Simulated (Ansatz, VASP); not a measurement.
## CaO in two plane-wave programs

One calculation is typed for both programs; each brings its own data sets. How far apart do they land? The structure shown is the end of the Ansatz relaxation below.

Method: plane waves, with VASP 6.6.1 beside it; single point at PBEsol, in Ansatz 0.2.0.

### Step 1. Starting point

Symmetry: Fm-3m, No. 225, cubic system. The conventional cell has a = 4.767 Å, b = 4.767 Å, c = 4.767 Å, α = 90.00°, β = 90.00°, γ = 90.00°. Ca has 6 O at 2.38 Å nearest. Nearest to O lie 6 Ca at 2.38 Å. Farther neighbours and most contacts between anions are not listed.

### Step 2. Ansatz: relaxation, PBEsol

Ansatz runs on its PAW soft_1 files.

This run makes the geometry at which the two programs are then compared.

input.yaml reads:

```yaml
crystal:
  lattice:
    - [3.370609, 0.0, 0.0]
    - [0.0, 3.370609, 0.0]
    - [0.0, 0.0, 4.766762]
  atoms:
    - { symbol: Ca, position: [0.0, 0.0, 0.0] }
    - { symbol: Ca, position: [0.5, 0.5, 0.5] }
    - { symbol: O, position: [0.0, 0.0, 0.5] }
    - { symbol: O, position: [0.5, 0.5, 0.0] }
kpoints:
  mp_grid: { grid: [8, 8, 6] }
scf:
  occupations: { method: fermi_dirac, width: 0.02 }
hamiltonian:
  xc: pbesol
  pseudopotentials: { kind: paw, azcp: { folder: soft_1 }, xc_functional: pbe }
basis:
  ecutwfc: 600
output:
  forces: true
  stress: true
  write_density: true
  write_potential: true
  elf: true
  volumetric_format: npy
relax:
  f_tol: 0.005
  max_steps: 70
  cell: { stress_tol: 0.02, p_target: 0, fix: [c, alpha, beta, gamma] }
```

Command:

```bash
> ansatz run input.yaml --threads 4 --pin off --max-ram 10240MiB --backend cpu --events-out ev --progress --plain --runs-dir out
```

Numbers of over 12 decimals in the logs are rounded to 6 here.

The log of the run:

```text
Engine: ansatz 0.2.0, x86_64-unknown-linux-gnu
Pseudopotentials: kind: paw
Pseudopotential: Ca, paw, valence charge 10, recommended cutoff 420 eV (normal), soft_1/Ca.paw.azcp
Pseudopotential: O, paw, valence charge 6, recommended cutoff 420 eV (normal), soft_1/O.paw.azcp
Functional definition: PBEsol
  exchange = pbesol_x
  correlation = pbesol_c
Crystal: 4 atoms, lattice volume = 54.155 Å³
Basis set: ecut = 600 eV, 1827 PW (Γ), exchange–correlation on 54×54×80 points (8 copies of the dense FFT grid, shifted against one another)
Bands: 20, of which v1, the nominal top of the filled ones, is band 16 counted from 1 (15 counted from 0)
Symmetry: 32 space group operations
Space group: Fm-3m (ITA 225), of the structure as read, at distance tolerance 3.8e-5 Å
k-points: 60 of 384
Non-local potential: Ca, projectors of the file, l = 0: 3, l = 1: 2, l = 2: 2
Non-local potential: O, projectors of the file, l = 0: 2, l = 1: 2, l = 2: 1
PAW form: soft (Blöchl's): semilocal exchange-correlation on the pseudo side does not see the compensation charge
PAW frozen core: Ca, regenerated for the run's functional, and the local potential with it (the file was generated under x = pbe(κ = 0.804, μ = 0.219515), c = pbe(β = 0.066725))
PAW frozen core: O, regenerated for the run's functional, and the local potential with it (the file was generated under x = pbe(κ = 0.804, μ = 0.219515), c = pbe(β = 0.066725))
PAW one-centre angular grid: Ca, 110 points (default); XC on 64 Gauss nodes
PAW one-centre angular grid: O, 110 points (default); XC on 64 Gauss nodes
Initial density: superposition of atomic densities (chi_scale 0.1, normalization cell, long waves kept (reshape's long-wave potential 0.00 eV rms))
Initial wavefunctions: pseudopotential atomic-orbital guess
Functional: x = pbesol(κ = 0.804, μ = 0.123457), c = pbesol(β = 0.046)
SCF iter   1: F=—  HF=-4717.645928 eV  |F-HF|=—  |Δ(HF+E_count)|=         —  Δρ=1.13e-1  dr2=6.24e0  ethr=3.10e-3  ⟨swp⟩=7.2  Hψ=6850  notcnv=0
preconditioner: auto → none  [insulator: Δε(μ)=1.804 eV  Ē_g=16.746 eV  σ=0.020 eV  W_gap=1.00  n_scr=14 (ndim 8)  ℏωp=26.7 eV  f_vac=0.000  D(μ)=0.00/eV (n_scr^D=0)  ε∞_Penn≈3.5]
SCF iter   2: F=—  HF=-4716.256300 eV  |F-HF|=—  |Δ(HF+E_count)|=    1.39e0  Δρ=3.22e-2  dr2=5.62e-1  ethr=3.10e-3  ⟨swp⟩=3.6  Hψ=3179  notcnv=0
SCF iter   3: F=—  HF=-4716.201172 eV  |F-HF|=—  |Δ(HF+E_count)|=   5.51e-2  Δρ=1.14e-2  dr2=6.08e-2  ethr=1.76e-3  ⟨swp⟩=2.2  Hψ=1784  notcnv=0
SCF iter   4: F=—  HF=-4716.230480 eV  |F-HF|=—  |Δ(HF+E_count)|=   2.93e-2  Δρ=1.22e-3  dr2=7.89e-4  ethr=1.90e-4  ⟨swp⟩=3.1  Hψ=1969  notcnv=0
SCF iter   5: F=—  HF=-4716.230745 eV  |F-HF|=—  |Δ(HF+E_count)|=   2.65e-4  Δρ=1.89e-4  dr2=1.46e-5  ethr=2.46e-6  ⟨swp⟩=2.0  Hψ=2394  notcnv=0
SCF iter   6: F=—  HF=-4716.230761 eV  |F-HF|=—  |Δ(HF+E_count)|=   1.60e-5  Δρ=3.91e-5  dr2=1.03e-6  ethr=4.57e-8  ⟨swp⟩=2.0  Hψ=2118  notcnv=0
SCF iter   7: F=-4716.230760 eV  HF=-4716.230760 eV  |F-HF|=4.94e-8  |Δ(HF+E_count)|=   4.08e-7  Δρ=8.12e-6  dr2=5.22e-8  ethr=3.13e-10  ⟨swp⟩=7.3  Hψ=7116  notcnv=0
SCF 1 converged in 7 iterations: F = -4716.230760 eV  dr2 = 5.22e-8
  greatest PAW one-centre occupation: 0.995 electrons in one spin orbital (limit 2), on the Ca atom at site 1 (counted from 0), in its partial waves of l = 0
relax step   1: F+E_penalty+E_count = -4716.23076029 eV  Δ(F+E_penalty+E_count) = +0.000e0 eV  max|allowed force component| = 4.400e-30 eV/Å  Δτ_max = 0.0000 Å  P = +0.000 GPa  Ω = 54.155 Å³  fix = [c, alpha, beta, gamma]  reactions: c +0.000 GPa  (7 SCF iters, dr2 threshold 1.00e-7 eV, accepted)
Initial density: handed on by an earlier stage of this run
Initial wavefunctions: pseudopotential atomic-orbital guess (no wavefunctions were taken with the density)
iter 1 solved again at ethr=9.96e-7 eV; its pass at ethr=3.10e-3 eV (dr2=3.19e-4 eV) is discarded
SCF iter   1: F=—  HF=-4716.230746 eV  |F-HF|=—  |Δ(HF+E_count)|=         —  Δρ=7.97e-6  dr2=4.76e-8  ethr=9.96e-7  ⟨swp⟩=2.3  Hψ=9397  notcnv=0
eigensolver tolerance schedule: the retry pair's looser diagonalisation over-reported the residual by 6692.52 of it (diagonalisation noise at an unbounded share of the residual, at the tolerance the schedule requests for it); recorded, not acted on — ethr = c·dr2/N_el stays at c = 1.0e-1
preconditioner: auto → none  [insulator: Δε(μ)=3.543 eV  Ē_g=17.052 eV  σ=0.020 eV  W_gap=1.00  n_scr=14 (ndim 8)  ℏωp=26.7 eV  f_vac=0.000  D(μ)=0.00/eV (n_scr^D=0)  ε∞_Penn≈3.5]
SCF iter   2: F=—  HF=-4716.230760 eV  |F-HF|=—  |Δ(HF+E_count)|=   1.48e-5  Δρ=3.65e-6  dr2=3.06e-9  ethr=1.49e-10  ⟨swp⟩=2.5  Hψ=2261  notcnv=0
[...]
SCF iter   4: F=—  HF=-4716.230760 eV  |F-HF|=—  |Δ(HF+E_count)|=  1.36e-10  Δρ=3.16e-7  dr2=2.48e-11  ethr=1.08e-12  ⟨swp⟩=2.7  Hψ=2056  notcnv=0
iter 5 did not close the SCF: its close was put off for the readings that it lacked (scf_convergence_deferred on its scf_iter line)
SCF iter   5: F=-4716.230760 eV  HF=-4716.230760 eV  |F-HF|=0.00e0  |Δ(HF+E_count)|=  1.00e-11  Δρ=3.99e-8  dr2=4.47e-13  ethr=1.00e-12  ⟨swp⟩=1.0  Hψ=1200  notcnv=0
iter 6 did not close the SCF: its close was put off for the readings that it lacked (scf_convergence_deferred on its scf_iter line)
SCF iter   6: F=-4716.230760 eV  HF=-4716.230760 eV  |F-HF|=1.82e-12  |Δ(HF+E_count)|=  9.09e-13  Δρ=2.19e-9  dr2=8.57e-16  ethr=1.00e-12  ⟨swp⟩=1.0  Hψ=1200  notcnv=0
iter 7 did not close the SCF: its close was put off for the readings that it lacked (scf_convergence_deferred on its scf_iter line)
SCF iter   7: F=-4716.230760 eV  HF=-4716.230760 eV  |F-HF|=9.09e-13  |Δ(HF+E_count)|=  1.82e-12  Δρ=1.08e-9  dr2=4.43e-16  ethr=1.00e-12  ⟨swp⟩=1.0  Hψ=1200  notcnv=0
iter 8 did not close the SCF: its close was put off for the readings that it lacked (scf_convergence_deferred on its scf_iter line)
SCF iter   8: F=-4716.230760 eV  HF=-4716.230760 eV  |F-HF|=9.09e-13  |Δ(HF+E_count)|=  9.09e-13  Δρ=2.32e-10  dr2=2.52e-17  ethr=1.00e-12  ⟨swp⟩=1.0  Hψ=1200  notcnv=0
SCF iter   9: F=-4716.230760 eV  HF=-4716.230760 eV  |F-HF|=0.00e0  |Δ(HF+E_count)|=    0.00e0  Δρ=3.31e-11  dr2=4.56e-19  ethr=1.00e-12  ⟨swp⟩=1.1  Hψ=2669  notcnv=0
SCF 2 converged in 9 iterations: F = -4716.230760 eV  dr2 = 4.56e-19
relax step   2: F+E_penalty+E_count = -4716.23076032 eV  Δ(F+E_penalty+E_count) = -3.066e-8 eV  max|allowed force component| = 5.473e-30 eV/Å  Δτ_max = 0.0000 Å  P = +0.001 GPa  Ω = 54.155 Å³  fix = [c, alpha, beta, gamma]  reactions: c +0.001 GPa  stress off target by 7.00e-4 GPa on what of the cell is left free  SCF on the basis re-selected at this cell (its energy is not comparable with the rows above)  (9 SCF iters)
basis re-selected at this cell: Δ(F+E_penalty+E_count) = -3.066e-8 eV, ΔP = +0.001 GPa vs the last step (what re-selecting the basis moved, of the pressure what is left beyond the Pulay correction that the steps carried, after the strain that the cell walked since its last selection, with what the two solves' SCF thresholds leave and, on support functions, any second-order correction that the steps lacked; it is no m [...]
SCF converged after 9 iterations
Free energy (F): -4716.230760 eV
Harris-Foulkes:  -4716.230760 eV  (|F-HF|=0.00e0)
Internal energy: -4716.230760 eV  (E = F + TS)
E sigma→0 (E₀):  -4716.230760 eV
Fermi energy:    9.595985 eV
--- Per-component energies (eV) ---
  E_band       = -193.368132
  E_kinetic    = 849.731275
  E_local      = -1754.570748  (includes V_loc(G=0)·N_el)
  E_nonlocal   = 287.659690
  E_hartree    = 578.554649
  E_xc         = -398.625300
  E_vxc        = -502.873800  (∫ρ·V_xc dr)
  E_paw        = -2000.637978  (= ΣΔE_a)
  E_vpaw       = -230.424223  (= ΣTr[D̂ρ^β])
  E_aug_tail   = 0.000377  (compensation charges beyond the density's cutoff)
  E_ewald      = -2278.650889
  E_core_change = 0.308165  (= ΣΔE_core)
  E_smearing   = -0.000000  (= −TS)
  E_closure    = -0.000000  (closes the sum)
  Σ components = -4716.230760   (vs F -4716.230760, Δ=0.00e0)
--- Forces (eV/Å), atoms counted from 1 ---
  atom   1  Ca     0.00000000     0.00000000     0.00000000
  atom   2  Ca     0.00000000     0.00000000    -0.00000000
  atom   3  O      0.00000000     0.00000000     0.00000000
  atom   4  O      0.00000000     0.00000000     0.00000000
  max |Σ_I F_I| component: 4.12e-29 eV/Å
--- Stress (GPa, compression-positive) ---
        0.000700       0.000000       0.000000
        0.000000       0.000700       0.000000
        0.000000       0.000000       0.000607
  P = ⅓ Tr σ = 0.0007 GPa (0.007 kbar)
--- Band table (eV; the first three rows and the last of 60) ---
  k-point 0: bands = [... 12 lower, 7.4512, 7.8236, 7.8236, 7.8236, 11.3664, 12.6042, 14.0897, 14.0897]
  k-point 1: bands = [... 12 lower, 7.4500, 7.4500, 7.7628, 7.7628, 11.4981, 13.0025, 13.8192, 14.3669]
  k-point 2: bands = [... 12 lower, 7.4620, 7.4620, 7.6323, 7.6323, 11.8813, 13.1834, 13.7470, 15.0942]
  k-point 59: bands = [... 12 lower, 6.7473, 6.7473, 6.7473, 6.7473, 14.1658, 14.1658, 14.1658, 14.1658]
--- Relaxed structure (1 steps of the walk, 1 accepted, 1 SCFs on fresh bases) ---
  F+E_penalty+E_count = -4716.23076032 eV   max|allowed force component| = 5.473e-30 eV/Å   (the final SCF, on the basis selected at the relaxed cell)
  cell:  # Å, volume = 54.1552 Å³
    - [3.370609, 0.0, 0.0]
    - [0.0, 3.370609, 0.0]
    - [0.0, 0.0, 4.766762]
  atoms:
    - { symbol: Ca, position: [0.0, 0.0, 0.0] }
    - { symbol: Ca, position: [0.5, 0.5, 0.5] }
    - { symbol: O, position: [0.0, 0.0, 0.5] }
    - { symbol: O, position: [0.5, 0.5, 0.0] }
```

### Step 3. VASP: single point, PBEsol, pair 1

The same cell, functional, mesh and smearing now go to VASP, with its own data sets.

Lines of VASP's logs that name or quote its potential files are left out, and so is its time.

INCAR reads:

```
SYSTEM = CaO
PREC = Accurate
ENCUT = 600
EDIFF = 1E-06
NELM = 120
ISMEAR = -1
SIGMA = 0.02
LREAL = .FALSE.
ALGO = Normal
GGA = PS
NBANDS = 22
LORBIT = 11
LWAVE = .FALSE.
LCHARG = .FALSE.
ISIF = 2
LASPH = .TRUE.
GGA_COMPAT = .FALSE.
EFERMI = MIDGAP
KPAR = 2
```

POSCAR reads:

```
CaO
1.0
    3.3706090000      0.0000000000      0.0000000000
    0.0000000000      3.3706090000      0.0000000000
    0.0000000000      0.0000000000      4.7667620000
Ca O
2 2
Direct
    0.0000000000      0.0000000000      0.0000000000
    0.5000000000      0.5000000000      0.5000000000
    0.0000000000      0.0000000000      0.5000000000
    0.5000000000      0.5000000000      0.0000000000
```

KPOINTS reads:

```
Automatic mesh
0
Gamma
8 8 6
0 0 0
```

The projector-augmented-wave data sets are Ca_sv and O (PBE family, release 64).

Command:

```bash
> mpirun -np 2 vasp_std
```

The log of the run:

```text
[banner, memory and clock lines left out]
running    2 mpi-ranks, on    1 nodes
 distrk:  each k-point on    1 cores,    2 groups
 distr:  one band on    1 cores,    1 groups

 POSCAR found type information on POSCAR CaO
 POSCAR found :  2 types and       4 ions
|                                                                             |
|               ----> ADVICE to this user running VASP <----                  |
|                                                                             |
|     You enforced a specific xc type in the INCAR file but a different       |
|     [... a line on the potential file left out ...]
|     I HOPE YOU KNOW WHAT YOU ARE DOING!                                     |
|                                                                             |

 LDA part: xc-table for (Slater+PW92), standard interpolation
 POSCAR, INCAR and KPOINTS ok, starting setup
 FFT: planning ... GRIDC
 FFT: planning ... GRID_SOFT
 FFT: planning ... GRID
 WAVECAR not read
 entering main loop
       N       E                     dE             d eps       ncg     rms          rms(c)
DAV:   1     0.346499218399E+03    0.34650E+03   -0.18287E+04  2640   0.167E+03
DAV:   2    -0.126129363931E+01   -0.34776E+03   -0.33056E+03  2914   0.440E+02
DAV:   3    -0.290081201794E+02   -0.27747E+02   -0.27520E+02  4344   0.119E+02
DAV:   4    -0.298524310753E+02   -0.84431E+00   -0.84235E+00  3698   0.185E+01
DAV:   5    -0.298687627294E+02   -0.16332E-01   -0.16330E-01  3834   0.228E+00    0.114E+01
DAV:   6    -0.268911710408E+02    0.29776E+01   -0.16127E+01  3736   0.285E+01    0.485E+00
DAV:   7    -0.268550112680E+02    0.36160E-01   -0.17747E+00  3544   0.920E+00    0.251E+00
DAV:   8    -0.268354583539E+02    0.19553E-01   -0.22342E-01  3126   0.372E+00    0.732E-01
DAV:   9    -0.268256601140E+02    0.97982E-02   -0.72906E-02  4168   0.168E+00    0.175E-01
DAV:  10    -0.268265520153E+02   -0.89190E-03   -0.73260E-03  3548   0.619E-01    0.654E-02
DAV:  11    -0.268265047910E+02    0.47224E-04   -0.13502E-03  3306   0.241E-01    0.454E-02
DAV:  12    -0.268264728567E+02    0.31934E-04   -0.18493E-04  3316   0.950E-02    0.611E-03
DAV:  13    -0.268264733953E+02   -0.53859E-06   -0.11678E-05  3560   0.248E-02    0.460E-03
DAV:  14    -0.268264732318E+02    0.16347E-06   -0.46300E-07  2204   0.554E-03
   1 F= -.26826473E+02 E0= -.26826473E+02  d E =0.000000E+00
```

Parts of OUTCAR (step 3):

```text
ion  position               nearest neighbor table
   1  0.000  0.000  0.000-   4 2.38   4 2.38   4 2.38   4 2.38   3 2.38   3 2.38
   2  0.500  0.500  0.500-   3 2.38   3 2.38   3 2.38   3 2.38   4 2.38   4 2.38
   3  0.000  0.000  0.500-   2 2.38   2 2.38   2 2.38   2 2.38   1 2.38   1 2.38
   4  0.500  0.500  0.000-   1 2.38   1 2.38   1 2.38   1 2.38   2 2.38   2 2.38

  LATTYP: Found a simple tetragonal cell.
 ALAT       =     3.3706090000
 C/A-ratio  =     1.4142138705

 Subroutine GETGRP returns: Found 16 space group operations
 (whereof 16 operations were pure point group operations)

The static configuration has the point symmetry D_4h.

 Found     60 irreducible k-points:

   k-points           NKPTS =     60   k-points in BZ     NKDIM =     60   number of bands    NBANDS=     22

   dimension x,y,z NGX =    28 NGY =   28 NGZ =   40
   dimension x,y,z NGXF=    56 NGYF=   56 NGZF=   80

   ENCUT  =  600.0 eV  44.10 Ry    6.64 a.u.   6.73  6.73  9.52*2*pi/ulx,y,z

   NELECT =      32.0000    total number of electrons

 k-points in reciprocal lattice and weights: Automatic mesh
   0.00000000  0.00000000  0.00000000       0.003
   0.12500000  0.00000000  0.00000000       0.010
   0.25000000  0.00000000  0.00000000       0.010
   0.37500000  0.00000000  0.00000000       0.010
   0.50000000  0.00000000  0.00000000       0.005
   0.12500000  0.12500000  0.00000000       0.010
   0.25000000  0.12500000  0.00000000       0.021
   0.37500000  0.12500000  0.00000000       0.021
   0.50000000  0.12500000  0.00000000       0.010
[...]
0.50000000  0.37500000  0.50000000       0.010
   0.50000000  0.50000000  0.50000000       0.003

 average (electrostatic) potential at core
       1 -43.5462       2 -43.5462       3 -70.1024       4 -70.1024

 E-fermi :   4.0970

 k-point     1 :       0.0000    0.0000    0.0000
  band No.  band energies     occupation
    ...
     12       1.9627      2.00000
     13       1.9627      2.00000
     14       2.3354      2.00000
     15       2.3354      2.00000
     16       2.3354      2.00000
     17       5.8585      0.00000
     18       7.1021      0.00000
     19       8.5873      0.00000
     20       8.5873      0.00000
     21       8.5873      0.00000
    ...

 k-point     2 :       0.1250    0.0000    0.0000
  band No.  band energies     occupation
    ...
     12       1.6246      2.00000
     13       1.8265      2.00000
     14       1.9155      2.00000
     15       2.1438      2.00000
     16       2.2608      2.00000
     17       6.3186      0.00000
     18       7.5762      0.00000
     19       8.4829      0.00000
     20       8.7107      0.00000
     21       8.8991      0.00000
    ...

 k-point     3 :       0.2500    0.0000    0.0000
  band No.  band energies     occupation
    ...
     12       1.1033      2.00000
     13       1.1096      2.00000
     14       1.5211      2.00000
     15       1.7240      2.00000
     16       2.0498      2.00000
     17       7.4339      0.00000
     18       8.3512      0.00000
     19       8.5613      0.00000
     20       9.0685      0.00000
     21       9.6855      0.00000
    ...

  Total        0.2065750      0.2065750      0.2063752      0.0000000      0.0000000      0.0000000
  in kB        6.1115038      6.1115038      6.1055929      0.0000000      0.0000000      0.0000000
  external PRESSURE =       6.1095335 kB  Pullay stress =       0.0000000 kB

  energy-cutoff  :      600.00
  volume of cell :       54.16
      direct lattice vectors                 reciprocal lattice vectors
     3.370609000  0.000000000  0.000000000     0.296682291  0.000000000  0.000000000
     0.000000000  3.370609000  0.000000000     0.000000000  0.296682291  0.000000000
     0.000000000  0.000000000  4.766762000     0.000000000  0.000000000  0.209786014

 POSITION                                       TOTAL-FORCE (eV/Angst)
 -----------------------------------------------------------------------------------
      0.00000      0.00000      0.00000        -0.000000      0.000000     -0.000000
      1.68530      1.68530      2.38338         0.000000      0.000000      0.000000
      0.00000      0.00000      2.38338        -0.000000      0.000000     -0.000000
      1.68530      1.68530      0.00000        -0.000000     -0.000000     -0.000000
 -----------------------------------------------------------------------------------
    total drift:                                0.000000      0.000000      0.000000

  FREE ENERGIE OF THE ION-ELECTRON SYSTEM (eV)
  ---------------------------------------------------
  free  energy   TOTEN  =       -26.8264732318 eV

  energy  without entropy=      -26.8264732318  energy(sigma->0) =      -26.82647323

 total charge
# of ion       s       p       d       tot
------------------------------------------
    1        2.043   5.883   0.316   8.242
    2        2.043   5.883   0.316   8.242
    3        1.542   3.442   0.000   4.985
    4        1.542   3.442   0.000   4.985
--------------------------------------------------
tot          7.171  18.650   0.633  26.454

[... 3 further parts left out ...]
```

The run ends at a pressure of 0.61 GPa.

### Step 4. Side by side

Known differences besides the potentials themselves: Ansatz makes its cores anew for this functional, VASP keeps those of its PBE data sets; Ansatz's pressure holds a Pulay correction, VASP's none. Total energies have different zeros and are not compared.

The two programs side by side:

```tsv
quantity	Ansatz	VASP	difference
pressure (GPa)	0.00	0.61	-0.61
gap on the k mesh (eV)	3.543	3.523	+0.020
```

A gap on the mesh is an upper bound, since the band edges may lie between its points.

### Step 5. Ansatz: relaxation, PBEsol

This run makes the geometry at which the two programs are then compared. The cell compared in this pair holds 53.53 Å³, against 54.16 Å³ for the pair before.

The structure compared here is the end of the Ansatz relaxation.

Edit input.yaml of step 2 so:

```diff
@@ -2,5 +2,5 @@
   lattice:
-    - [3.370609, 0.0, 0.0]
-    - [0.0, 3.370609, 0.0]
-    - [0.0, 0.0, 4.766762]
+    - [3.387462045, 0.0, 0.0]
+    - [0.0, 3.387462045, 0.0]
+    - [0.0, 0.0, 4.67142676]
   atoms:
```

Command:

```bash
> ansatz run input.yaml --threads 4 --pin off --max-ram 10240MiB --backend cpu --events-out ev --progress --plain --runs-dir out
```

The log of the run:

```text
[...]
Crystal: 4 atoms, lattice volume = 53.604 Å³
Basis set: ecut = 600 eV, 1835 PW (Γ), exchange–correlation on 60×60×80 points (8 copies of the dense FFT grid, shifted against one another)
Bands: 20, of which v1, the nominal top of the filled ones, is band 16 counted from 1 (15 counted from 0)
Symmetry: 32 space group operations
[...]
k-points: 60 of 384
[...]
--- Relaxed structure (2 steps of the walk, 2 accepted, 1 SCFs on fresh bases) ---
[...]
cell:  # Å, volume = 53.5336 Å³
    - [3.385231, 0, 0.0]
    - [0, 3.385231, 0.0]
    - [0.0, 0.0, 4.67142676]
  atoms:
    - { symbol: Ca, position: [0, 0, 0.0] }
    - { symbol: Ca, position: [0.5, 0.5, 0.500000] }
    - { symbol: O, position: [0, 0, 0.500000] }
    - { symbol: O, position: [0.5, 0.5, 0.0] }
[key lines of the parts left out:]
SCF converged after 9 iterations
Free energy (F): -4716.215682 eV
Fermi energy:    9.722769 eV
P = ⅓ Tr σ = 1.5352 GPa (15.352 kbar)
```

(Part 1 of 2 ends here.)

[Lines on the potential files, build, host, timing and source positions are cut from VASP's logs without a mark.]

[Logs are printed without paths, hosts, clocks, repeated set-up lines and the standing remarks that a program may print on its own settings, such as how far it seeks lower states.]

[Hosts, paths, dates, database ids (printed as entryN), source tags and the programs' standing remarks are cut or masked in the printed files.]
